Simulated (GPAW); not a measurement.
The system is Sn.

```
Sn
1.0
    -1.72654    1.77555    2.33834
     1.72654   -1.77555    2.33834
     1.72654    1.77555   -2.33834
Sn
1
Cartesian
  0.0000 0.0000 0.0000
```

This isn't the form of Sn at room conditions, which is tetragonal (white tin).

- Program: GPAW 26.7.0
- Task: relaxation of cell and atoms
- Functional: PBEsol
- Dispersion: D3(BJ)
- Potentials or basis: PAW data sets generated in the run's folder for this functional
- Cutoff: 600 eV
- Basis: pw
- k mesh: 8 × 8 × 8
- Occupations: fermi-dirac, width 0.05 eV
- Spin: no spin polarisation

At the start: pressure -6.1 GPa; volume 28.67 Å³/atom.

Q: How do energy, volume and symmetry change on relaxing?

A: Over 15 steps the energy falls by 94.0 meV/atom and the volume is 24.97 Å³/atom (-12.9 %); space group Immm (No. 71, to 0.05 Å).

Step by step:
```
step  energy change (eV)  largest force (eV/Å)  pressure (GPa)  volume (Å³)
   1              0.0000                0.0000           -6.08        28.67
   2             -0.0431                0.0000           -4.34        27.37
   3             -0.0763                0.0000            1.16        24.73
   4             -0.0787                0.0000            0.00        25.15
   5             -0.0805                0.0000           -0.28        25.23
   6             -0.0827                0.0000           -0.31        25.21
   7             -0.0833                0.0000           -0.14        25.14
   8             -0.0838                0.0000            0.09        25.06
   9             -0.0867                0.0000            0.95        24.76
  10              0.1082                0.0000           16.96        21.18
  11             -0.0919                0.0000           -0.89        25.37
  12             -0.0938                0.0000           -0.14        25.03
  13             -0.0916                0.0000            0.55        24.74
  14             -0.0940                0.0000           -0.07        24.99
  15             -0.0940                0.0000           -0.02        24.97
```

Final structure:
```cif
data_structure
_symmetry_space_group_name_H-M 'P 1'
_symmetry_Int_Tables_number 1
_cell_length_a 3.2137
_cell_length_b 3.2137
_cell_length_c 3.2137
_cell_angle_alpha 114.131
_cell_angle_beta 115.382
_cell_angle_gamma 99.353
_cell_volume 24.97
loop_
_atom_site_label
_atom_site_type_symbol
_atom_site_fract_x
_atom_site_fract_y
_atom_site_fract_z
_atom_site_occupancy
Sn1 Sn 0.00000 0.00000 0.00000 1
```

Caveat: later steps reuse the first step's grids; pairwise dispersion overbinds metals, which lowers pressure and volume.
